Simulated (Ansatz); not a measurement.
# ZrN: pressure against volume per atom

Periodic Kohn-Sham DFT of a crystal at fixed atoms; pressure and stress are positive in compression; the energy is the free energy less that of spherical unpolarised free atoms; site moments are those in the method's own spheres, positive along +z. The results are calculated, by Ansatz 0.2.0.

Cell of the first row (space group Fm-3m, No. 225):
```
ZrN
1.0
      0.0000     2.2376     2.2376
      2.2376     0.0000     2.2376
      2.2376     2.2376     0.0000
Zr N
1 1
Direct
  0.00000 0.00000 0.00000
  0.50000 0.50000 0.50000
```

Settings of every row: method all-electron PAW; functional PBEsol; relativity scalar; k mesh 9x9x9; filling fermi-dirac; smearing width 0.01 eV; nucleus gaussian.

Atom start moment: 0 on all atoms.

| row | volume per atom (Å³) | pressure (GPa) |
| --- | --- | --- |
| 1 | 11.203 | 15.391 |
| 2 | 11.209 | 15.214 |
| 3 | 11.442 | 8.675 |
| 4 | 11.68 | ? |
| 5 | 11.799 | -0.141 |
| 6 | 11.918 | -2.778 |
| 7 | 12.038 | -5.278 |
| 8 | 12.157 | -7.647 |
| 9 | 12.395 | -12.019 |
| 10 | 12.634 | -15.946 |

Question: what pressure should row 4 give?

Worked fit of pressure. Take u = (V_r/V)^(2/3) − 1 with V_r = 11.918 Å³ an atom, which is twice the finite (Eulerian) strain; such expansions in the strain, on which the Birch-Murnaghan equation of state is built, carry the rest volume and the bulk modulus. The shown rows have u = 0.04211, 0.04174, 0.02755, 0.00671, 0, -0.00666, -0.01315, -0.02582, -0.03815. Least squares give pressure = −2.7678 + 386.06 × u + 1070.4 × u² GPa; a straight line predicts inner rows, each left out in turn, worse (root mean square 0.7 against 0.012 GPa). The rows lie off it by 0.004, 0.003, -0.006, -0.012, -0.010, 0.013, 0.012, 0.003, -0.008 (root mean square 0.0088 GPa). The pressure vanishes at u = 0.0070, or V = 11.79 Å³ an atom, and there the bulk modulus at fixed shape and fractions is B = −V dP/dV = (2/3)(1 + u) dP/du = 269 GPa. The withheld row has u = 0.01354, so the fit gives −2.7678 + 386.06 × (0.01354) + 1070.4 × (0.01354)² = 2.656 GPa.

The calculation gave 2.642 GPa. The fit lies 0.014 GPa (0.045 % of the column's range) above it; its largest miss of a shown row is 0.013 GPa.
